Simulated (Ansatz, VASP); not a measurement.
**AlN in VASP and in Ansatz**

Contents of INCAR:

```
PREC = Accurate ; ENCUT = 520
EDIFF = 1E-7 ; ISMEAR = 0
SIGMA = 0.05 ; LREAL = False
LASPH = True ; NELM = 80
ALGO = Normal ; ISIF = 2
LWAVE = False ; LCHARG = False
GGA = PE ; NBANDS = 16
```

Contents of KPOINTS:

```
regular mesh
0
Gamma
  6 6 6
```

The input POSCAR:

```
AlN
1.0
    0.0000000000     -2.2015682416     -2.2015682416
   -2.2015682416      0.0000000000     -2.2015682416
    2.2015682416      2.2015682416     -4.4031364832
Al N
2 2
Direct
   -0.0104215726      0.0561202794      0.0017685100
    0.5139585927      0.4474167407      0.5017685100
    0.3606704088      0.4202952629      0.8715933375
    0.8825162661      0.8228914120      0.3715933375
```

Input for Ansatz:

```yaml
crystal:
  lattice:
    - [0.0, -2.2015682416, -2.2015682416]
    - [-2.2015682416, 0.0, -2.2015682416]
    - [2.2015682416, 2.2015682416, -4.4031364832]
  atoms:
    - { symbol: Al, position: [-0.0104215726, 0.0561202794, 0.00176851] }
    - { symbol: Al, position: [0.5139585927, 0.4474167407, 0.50176851] }
    - { symbol: "N", position: [0.3606704088, 0.4202952629, 0.8715933375] }
    - { symbol: "N", position: [0.8825162661, 0.822891412, 0.3715933375] }
basis:
  ecutwfc: 520.0
kpoints:
  mp_grid: { grid: [6, 6, 6] }
hamiltonian:
  xc: pbe
scf:
  occupations: { method: gaussian, width: 0.05 }
output:
  forces: true
  stress: true
  eigenvalues: true
```

Change from the starting cell: mode 4 frozen in at -0.154 Å and mode 10 at +0.030 Å (largest displacements).

Alike in both runs: task single point; functional PBE; k mesh 6 × 6 × 6; occupations gaussian, width 0.05 eV; no spin polarisation.

|  | VASP | Ansatz |
| --- | --- | --- |
| version | VASP 6.6.1 | Ansatz 0.2.0 |
| potentials or method | VASP PAW PBE potentials, release 64 (Al, N) | scalar-relativistic, plane waves, PAW |
| plane-wave cutoff (eV) | 520 | 520 |
| valence electrons in the cell | 16 | 16 |

|  | VASP | Ansatz | Ansatz less VASP |
| --- | --- | --- | --- |
| gap on the k mesh at the Fermi level (eV) | 3.19 | 3.20 | +0.007 |
| least direct gap on the mesh (eV) | 3.71 | 3.71 | +0.005 |
| pressure (GPa) | -0.9 | -0.6 | +0.26 |
| largest component of the traceless stress (GPa) | 2.83 | 2.83 | -0.004 |
| rms of the force components (eV/Å) | 0.456 | 0.455 | -0.0018 |

Atom by atom the forces differ by 0.002 eV/Å (rms over components).

Caveats: forces of over 1 eV/Å show positions far from the minimum, so gaps and moduli don't describe the material at rest. A k mesh can miss the band edges.
